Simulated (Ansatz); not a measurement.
Write the native input for Ansatz 0.2.0 that does the following.

```yaml
Task: band structure
Functional: BLYP
Potentials_or_basis: Ansatz PAW
Cutoff: "420 eV (not typed: the program's choice for these potentials)"
k_mesh: 12 × 12 × 12
Occupations: fermi-dirac, width 0.05 eV
Spin: collinear spin, ferromagnetic start
Starting_moments: "[2.0] μB"
Path: "[[\"G\", \"H\", \"N\", \"G\", \"P\", \"H\"], [\"P\", \"N\"]]"
Points_for_each_segment_of_the_path: 14
```

Crystal: V.

```
V
1.0
    -1.51435    1.51435    1.51435
     1.51435   -1.51435    1.51435
     1.51435    1.51435   -1.51435
V
1
Direct
  0.00000 0.00000 0.00000
```

These files were run (other wordings do the same):

input.yaml

```yaml
crystal:
  lattice:
    - [-1.51435, 1.51435, 1.51435]
    - [1.51435, -1.51435, 1.51435]
    - [1.51435, 1.51435, -1.51435]
  atoms:
    - { symbol: V, position: [0.0, 0.0, 0.0], spin: 2.0 }
hamiltonian:
  xc: blyp
  pseudopotentials: { kind: paw }
magnetization:
  spin_polarized: true
kpoints:
  mp_grid: { grid: [12, 12, 12] }
  band_path:
    path:
      - [[0.0, 0.0, 0.0], [0.5, -0.5, 0.5], [0.0, 0.0, 0.5], [0.0, 0.0, 0.0], [0.25, 0.25, 0.25], [0.5, -0.5, 0.5]]
      - [[0.25, 0.25, 0.25], [0.0, 0.0, 0.5]]
    npoints: 14
scf:
  occupations: { method: fermi_dirac, width: 0.05 }
  n_extra_bands: 6
output:
  forces: true
  stress: true
  eigenvalues: true
  fatbands: false
```

Potentials or basis: Ansatz PAW.

Run with:

```bash
$ ansatz run input.yaml --threads 2 --pin off --max-ram 5632MiB --backend cpu --events-out ev --progress --plain --runs-dir out
```

It gave:

The pressure is -0.7 GPa. The band gap on the k mesh is none (metal or under the smearing width). The net moment is 0.00 μB per cell. The absolute moment is 0.00 μB per cell.

Caveat: the PAW data sets come from PBE, with cores solved anew for the run's functional, which leaves a small shift of forces and pressure; the starting moments weren't kept.

It took 3.2 s on 2 threads of Intel(R) Xeon(R) Processor @ 2.70GHz, on a shared host, peak memory 0.32 GiB.
